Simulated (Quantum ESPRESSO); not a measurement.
# WS2 (R3m) in Quantum ESPRESSO: further runs, part 2 of 2

Quantum ESPRESSO 7.5. Earlier steps stand in the parts before.

## (3) Single point, PBEsol+U

Input file pw.in:

```
&CONTROL
  calculation = 'scf'
  prefix = 'pwscf'
  outdir = './tmp'
  pseudo_dir = './pseudo'
  tprnfor = .true.
  tstress = .true.
  disk_io = 'nowf'
/
&SYSTEM
  ibrav = 0
  A = 6.42736331
  nat = 3
  ntyp = 2
  ecutwfc = 56
  ecutrho = 448
  nbnd = 23
  occupations = 'smearing'
  smearing = 'fd'
  degauss = 0.00367493
/
&ELECTRONS
  conv_thr = 6d-10
  electron_maxstep = 120
  mixing_beta = 0.3
/
ATOMIC_SPECIES
W    183.8400 w_pbesol_v1.2.uspp.F.UPF
S     32.0600 s_pbesol_v1.4.uspp.F.UPF
CELL_PARAMETERS alat
   0.2456683906    0.1418367114    0.9589209503
  -0.2456683906    0.1418367114    0.9589209503
   0.0000000000   -0.2836734229    0.9589209503
ATOMIC_POSITIONS alat
W      0.0000000000    0.0000000000    0.0000000000
S      0.0000000000    0.0000000000    1.6713992164
S      0.0000000000    0.0000000000    2.1584351671
K_POINTS automatic
10 10 10 0 0 0
HUBBARD {ortho-atomic}
U W-5d 6.0
```

Potentials or basis: GBRV 1.5 PBEsol.

The run is started by

```
> OMP_NUM_THREADS=1 mpirun -n 2 pw.x -nk 2 -in pw.in > pw.out
```

pw.out:

```text
This program is part of the open-source Quantum ESPRESSO suite
     for quantum simulation of materials; please cite
         "P. Giannozzi et al., J. Phys.:Condens. Matter 21 395502 (2009);
         "P. Giannozzi et al., J. Phys.:Condens. Matter 29 465901 (2017);
         "P. Giannozzi et al., J. Chem. Phys. 152 154105 (2020);
     in publications or presentations arising from this work. More details at

     Message from routine setup:
     using ibrav=0 with symmetry is DISCOURAGED, use correct ibrav instead

     K-points division:     npool     =       2
     Subspace diagonalization in iterative solution of the eigenvalue problem:
     a serial algorithm will be used

     G-vector sticks info
     --------------------
     sticks:   dense  smooth     PW     G-vecs:    dense   smooth      PW
     Sum        2491    1251    417                57493    20353    3859

     Using Slab Decomposition

     bravais-lattice index     =            0
     lattice parameter (alat)  =      12.1460  a.u.
     unit-cell volume          =     359.2255 (a.u.)^3
     number of atoms/cell      =            3
     number of atomic types    =            2
     number of electrons       =        26.00
     number of Kohn-Sham states=           23
     kinetic-energy cutoff     =      56.0000  Ry
     charge density cutoff     =     448.0000  Ry
     scf convergence threshold =      6.0E-10
     mixing beta               =       0.3000
     number of iterations used =            8  plain     mixing
     Exchange-correlation= SLA  PW   PSX  PSC
                           (   1   4  10   8   0   0   0)
     Hubbard projectors: ortho-atomic
     Hubbard parameters of DFT+U (Dudarev formulation) in eV:
     U(W-5d) =  6.0000

     Internal variables: lda_plus_u =T, lda_plus_u_kind = 0

     Internal variables: orbital_resolved =F, hub_pot_fix =F, apply_U = F

     celldm(1)=  12.145956  celldm(2)=   0.000000  celldm(3)=   0.000000
     celldm(4)=   0.000000  celldm(5)=   0.000000  celldm(6)=   0.000000

     crystal axes: (cart. coord. in units of alat)
               a(1) = (   0.245668   0.141837   0.958921 )
               a(2) = (  -0.245668   0.141837   0.958921 )
               a(3) = (   0.000000  -0.283673   0.958921 )

     reciprocal axes: (cart. coord. in units 2 pi/alat)
               b(1) = (  2.035264  1.175060  0.347613 )
               b(2) = ( -2.035264  1.175060  0.347613 )
               b(3) = (  0.000000 -2.350120  0.347613 )

     PseudoPot. # 1 for W  read from file:
     w_pbesol_v1.2.uspp.F.UPF
     Pseudo is Ultrasoft + core correction, Zval = 14.0
     Generated by new atomic code, or converted to UPF format
     Using radial grid of  923 points,  8 beta functions with:
                l(1) =   0
                l(2) =   0
                l(3) =   0
                l(4) =   1
                l(5) =   1
                l(6) =   2
                l(7) =   2
                l(8) =   3
     Q(r) pseudized with  6 coefficients,  rinner =    1.350   1.350   1.350
                                                       1.350   1.350   1.350
                                                       1.350

     PseudoPot. # 2 for S  read from file:
     s_pbesol_v1.4.uspp.F.UPF
     Pseudo is Ultrasoft + core correction, Zval =  6.0
     Generated by new atomic code, or converted to UPF format
     Using radial grid of  907 points,  6 beta functions with:
                l(1) =   0
                l(2) =   0
                l(3) =   1
                l(4) =   1
                l(5) =   2
                l(6) =   2
     Q(r) pseudized with  8 coefficients,  rinner =    1.300   1.300   1.300
                                                       1.300   1.300

     atomic species   valence    mass     pseudopotential
     W                14.00   183.84000     W ( 1.00)
     S                 6.00    32.06000     S ( 1.00)

      6 Sym. Ops. (no inversion) found

   Cartesian axes

     site n.     atom                  positions (alat units)
         1        W      tau(   1) = (   0.0000000   0.0000000   0.0000000  )
         2        S      tau(   2) = (   0.0000000   0.0000000   1.6713992  )
         3        S      tau(   3) = (   0.0000000   0.0000000   2.1584352  )

     number of k points=   116  Fermi-Dirac smearing, width (Ry)=  0.0037

     Number of k-points >= 100: set verbosity='high' to print them.

     Dense  grid:    57493 G-vectors     FFT dimensions: (  81,  81,  81)

     Smooth grid:    20353 G-vectors     FFT dimensions: (  60,  60,  60)

     Initial potential from superposition of free atoms

     starting charge      25.8996, renormalised to      26.0000

     negative rho (up, down):  6.261E-02 0.000E+00

     STARTING HUBBARD OCCUPATIONS:

     =================== HUBBARD OCCUPATIONS ===================
     ------------------------ ATOM    1 ------------------------
     Tr[ns(  1)] =   3.90000
     eigenvalues:
       0.390  0.390  0.390  0.390  0.390
     eigenvectors (columns):
       1.000  0.000  0.000  0.000  0.000
       0.000  1.000  0.000  0.000  0.000
       0.000  0.000  1.000  0.000  0.000
       0.000  0.000  0.000  1.000  0.000
       0.000  0.000  0.000  0.000  1.000
     occupation matrix ns (before diag.):
       0.390  0.000  0.000  0.000  0.000
       0.000  0.390  0.000  0.000  0.000
       0.000  0.000  0.390  0.000  0.000
       0.000  0.000  0.000  0.390  0.000
       0.000  0.000  0.000  0.000  0.390

     Number of occupied Hubbard levels =    3.9000

     Atomic wfc used for Hubbard projectors are orthogonalized

     Starting wfcs are   21 randomized atomic wfcs +    2 random wfcs

     Self-consistent Calculation

     iteration #  1     ecut=    56.00 Ry     beta= 0.30
     Davidson diagonalization with overlap
     ethr =  1.00E-02,  avg # of iterations =  5.5

     =================== HUBBARD OCCUPATIONS ===================
     ------------------------ ATOM    1 ------------------------
     Tr[ns(  1)] =   4.38733
     eigenvalues:
       0.394  0.394  0.450  0.450  0.505
     eigenvectors (columns):
      -0.000  0.000  0.000  0.000  1.000
       0.969 -0.246  0.004 -0.013  0.000
      -0.246 -0.969  0.013  0.004  0.000
      -0.003 -0.014 -0.961 -0.275  0.000
       0.014 -0.003 -0.275  0.961  0.000
     occupation matrix ns (before diag.):
       0.505  0.000  0.000  0.000  0.000
       0.000  0.395  0.000 -0.000 -0.001
       0.000  0.000  0.395 -0.001 -0.000
       0.000 -0.000 -0.001  0.450 -0.000
       0.000 -0.001 -0.000 -0.000  0.450

     Number of occupied Hubbard levels =    4.3873

     Threshold (ethr) on eigenvalues was too large:
     Diagonalizing with lowered threshold

     Davidson diagonalization with overlap
     ethr =  5.39E-04,  avg # of iterations =  2.1

     negative rho (up, down):  6.363E-02 0.000E+00

     total energy              =    -206.69490566 Ry
     estimated scf accuracy    <       0.14358652 Ry

     iteration #  2     ecut=    56.00 Ry     beta= 0.30
     Davidson diagonalization with overlap
     ethr =  5.52E-04,  avg # of iterations =  1.6

     negative rho (up, down):  6.458E-02 0.000E+00

     total energy              =    -206.71194302 Ry
     estimated scf accuracy    <       0.05807351 Ry

     iteration #  3     ecut=    56.00 Ry     beta= 0.30
     Davidson diagonalization with overlap
     ethr =  2.23E-04,  avg # of iterations =  2.6

     negative rho (up, down):  6.591E-02 0.000E+00

     total energy              =    -206.71704699 Ry
     estimated scf accuracy    <       0.01070098 Ry

     iteration #  4     ecut=    56.00 Ry     beta= 0.30
     Davidson diagonalization with overlap
     ethr =  4.12E-05,  avg # of iterations =  4.1
[... 73 lines left out ...]
     negative rho (up, down):  6.737E-02 0.000E+00

     total energy              =    -206.71903827 Ry
     estimated scf accuracy    <          2.2E-09 Ry

     iteration # 13     ecut=    56.00 Ry     beta= 0.30
     Davidson diagonalization with overlap
     ethr =  8.45E-12,  avg # of iterations =  3.2

     negative rho (up, down):  6.736E-02 0.000E+00

     total energy              =    -206.71903827 Ry
     estimated scf accuracy    <          1.6E-09 Ry

     iteration # 14     ecut=    56.00 Ry     beta= 0.30
     Davidson diagonalization with overlap
     ethr =  6.04E-12,  avg # of iterations =  2.0

     negative rho (up, down):  6.736E-02 0.000E+00

     End of self-consistent calculation

     =================== HUBBARD OCCUPATIONS ===================
     ------------------------ ATOM    1 ------------------------
     Tr[ns(  1)] =   4.83984
     eigenvalues:
       0.437  0.437  0.477  0.477  0.591
     eigenvectors (columns):
      -0.000  0.000  0.000  0.000  1.000
       0.971 -0.235  0.009 -0.035  0.000
      -0.235 -0.971  0.035  0.009  0.000
      -0.008 -0.035 -0.965 -0.262  0.000
       0.035 -0.008 -0.262  0.965  0.000
     occupation matrix ns (before diag.):
       0.591  0.000  0.000  0.000  0.000
       0.000  0.437  0.000 -0.000 -0.001
       0.000  0.000  0.437 -0.001 -0.000
       0.000 -0.000 -0.001  0.477 -0.000
       0.000 -0.001 -0.000 -0.000  0.477

     Number of occupied Hubbard levels =    4.8398

     Number of k-points >= 100: set verbosity='high' to print the bands.

     the Fermi energy is    11.9182 ev

!    total energy              =    -206.71903827 Ry
     estimated scf accuracy    <          4.7E-11 Ry
     smearing contrib. (-TS)   =      -0.00000001 Ry
     internal energy E=F+TS    =    -206.71903827 Ry

     The total energy is F=E-TS. E is the sum of the following terms:
     one-electron contribution =     -80.50449962 Ry
     hartree contribution      =      51.01101738 Ry
     xc contribution           =     -57.84294326 Ry
     ewald contribution        =    -119.92622816 Ry
     Hubbard energy            =       0.54361540 Ry

     convergence has been achieved in  14 iterations

     negative rho (up, down):  6.736E-02 0.000E+00

     Forces acting on atoms (cartesian axes, Ry/au):

     atom    1 type  1   force =    -0.00000000    0.00000000   -0.02390672
     atom    2 type  2   force =     0.00000000    0.00000000    0.01193412
     atom    3 type  2   force =     0.00000000   -0.00000000    0.01197259

     Total force =     0.029280     Total SCF correction =     0.000011

     Computing stress (Cartesian axis) and pressure

     negative rho (up, down):  6.736E-02 0.000E+00
          total   stress  (Ry/bohr**3)                   (kbar)     P=        3.65
   0.00001497  -0.00000000   0.00000000            2.20       -0.00        0.00
   0.00000000   0.00001497   0.00000000            0.00        2.20        0.00
   0.00000000   0.00000000   0.00004451            0.00        0.00        6.55

=------------------------------------------------------------------------------=
   JOB DONE.
=------------------------------------------------------------------------------=
```

Wall time 3.3 min (2 MPI ranks of Arm Neoverse V2, shared host); peak memory 0.68 GiB.

Results:

| Item | Value |
| --- | --- |
| Free energy | -2812.5558 eV |
| Pressure | 0.4 GPa |
| Largest force | 0.615 eV/Å |
| Band gap on the k mesh | 1.25 eV, indirect (least direct gap 1.83 eV) |

Forces on the atoms (eV/Å):
```
W    0.000  0.000 -0.615
S    0.000  0.000  0.307
S    0.000  0.000  0.308
```

Levels at points of the mesh, in eV from the valence-band top:
| k point | band 11 | band 12 | band 13 | band 14 | band 15 | band 16 |
| --- | --- | --- | --- | --- | --- | --- |
| (0.00, 0.00, 0.00) | -1.81 | -1.38 | -1.13 | 2.64 | 2.64 | 2.89 |
| (0.00, 0.00, -0.50) | -2.20 | -1.60 | -1.48 | 2.61 | 2.62 | 3.97 |
| (0.00, -0.50, -0.50) | -2.82 | -1.68 | -1.41 | 2.57 | 2.76 | 3.56 |
| (-0.50, -0.50, -0.50) | -1.77 | -1.77 | 0.00 | 2.69 | 2.69 | 2.79 |

Eigenvalues of the final occupation matrices:
```tsv
site	spin	trace	eigenvalues
W 1 5d	each	2.42	0.44 0.44 0.48 0.48 0.59
```

Caveat: spin-orbit coupling is left out, which moves the levels of the heavy elements. A k mesh can miss the band edges.

## (4) Single point, PBEsol+U

Changes to pw.in since step 3:

```diff
@@ -40,2 +40,2 @@
 HUBBARD {ortho-atomic}
-U W-5d 6.0
+U W-5d 8.0
```

The run is started by

```
> OMP_NUM_THREADS=1 mpirun -n 2 pw.x -nk 2 -in pw.in > pw.out
```

Wall time 4.2 min (2 MPI ranks of Arm Neoverse V2, shared host); peak memory 0.68 GiB.

Results (log left out):

```yaml
Free_energy: -2810.1075 eV
Pressure: 1.5 GPa
Largest_force: 0.627 eV/Å
Band_gap_on_the_k_mesh: 1.14 eV, indirect (least direct gap 1.37 eV)
```

Forces in eV/Å, atoms in the order of the input:
```
W    0.000  0.000 -0.627
S    0.000  0.000  0.316
S    0.000  0.000  0.311
```

Stress tensor (GPa, compression positive):
```
2.01 0.00 0.00
0.00 2.01 0.00
0.00 0.00 0.59
```

Levels at points of the mesh, in eV from the valence-band top:
| k point | band 9 | band 10 | band 11 | band 12 | band 13 | band 14 | band 15 | band 16 | band 17 | band 18 |
| --- | --- | --- | --- | --- | --- | --- | --- | --- | --- | --- |
| (0.00, 0.00, 0.00) | -2.76 | -1.42 | -1.37 | -1.37 | -0.81 | 3.07 | 3.07 | 3.31 | 3.31 | 5.18 |
| (0.00, 0.00, -0.50) | -4.76 | -3.26 | -1.82 | -1.46 | -1.11 | 2.70 | 3.10 | 4.36 | 4.77 | 4.94 |
| (0.00, -0.50, -0.50) | -4.53 | -3.17 | -2.45 | -1.31 | -1.25 | 2.85 | 3.06 | 3.96 | 5.28 | 5.50 |
| (-0.50, -0.50, -0.50) | -2.77 | -2.77 | -1.33 | -1.33 | 0.00 | 3.11 | 3.11 | 3.22 | 3.22 | 5.41 |

Eigenvalues of the final occupation matrices:
| site | spin | trace | eigenvalues |
| --- | --- | --- | --- |
| W 1 5d | each | 2.41 | 0.43 0.43 0.45 0.45 0.66 |

Caveat: spin-orbit coupling is left out, which moves the levels of the heavy elements.

## (5) Summary

```tsv
U	gap on the mesh (eV)	pressure (GPa)	largest force (eV/Å)
W d U = 5 eV	1.18	0.1	0.61
W d U = 6 eV	1.25	0.4	0.61
W d U = 8 eV	1.14	1.5	0.63
```

Alike in all rows: task single point; level PBEsol+U; potentials or basis GBRV 1.5 PBEsol; no spin polarisation; cell as given; k mesh 10 × 10 × 10; cutoff (eV) 762; smearing fermi-dirac 0.05 eV.

On the cell as given the gap runs from 1.14 eV (PBEsol+U) to 1.25 eV (PBEsol+U).

Caveats: spin-orbit coupling is left out, which moves the levels of the heavy elements.

Total energies depend on the potentials used, so only differences within one code and one set of settings carry meaning.
